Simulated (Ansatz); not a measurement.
TiSi2:

```
CELL_PARAMETERS angstrom
-1.47287 1.71213 4.21208
1.47287 -1.71213 4.21208
1.47287 1.71213 -4.21208
ATOMIC_POSITIONS crystal
Ti 0.00000 0.00000 0.00000
Si 0.67008 0.67008 0.00000
Si 0.32992 0.32992 0.00000
```

The cell comes from a database or a generator and needn't be the stable form of this composition.

| Quantity | Value |
| --- | --- |
| Program | Ansatz 0.2.0 |
| Task | relaxation of cell and atoms |
| Functional | PBEsol |
| Potentials or basis | Ansatz PAW |
| Cutoff | 420 eV (not typed: the program's choice for these potentials) |
| k mesh | 12 × 12 × 12 |
| Occupations | fermi-dirac, width 0.05 eV |
| Spin | no spin polarisation |

At the start: volume 14.16 Å³/atom.

How do energy, volume and symmetry change on relaxing?

It ends after 6 steps and the volume is 13.81 Å³/atom (-2.5 %); space group Immm (No. 71, to 0.05 Å).

The path:
```tsv
step	energy change (eV)	largest force (eV/Å)	volume (Å³)
1	0.0000	0.0668	42.49
2	-0.0131	0.0162	41.29
3	-0.0134	0.0017	41.44
4	-0.0132	0.0018	41.44
5	-0.0132	0.0013	41.43
6	-0.0132	0.0013	41.43
```

Final structure:
```xyz
3
Lattice="-1.4643 1.6985 4.1643 1.4643 -1.6985 4.1643 1.4643 1.6985 -4.1643" Properties=species:S:1:pos:R:3 pbc="T T T"
Ti    0.0000    0.0000    0.0000
Si    0.0000    0.0000    5.5750
Si    0.0000    0.0000    2.7536
```

Caveat: the plane-wave basis is chosen anew once the cell has moved, so the energies of steps on either side of that aren't comparable; the PAW data sets come from PBE, with cores solved anew for the run's functional, which leaves a small shift of forces and pressure.
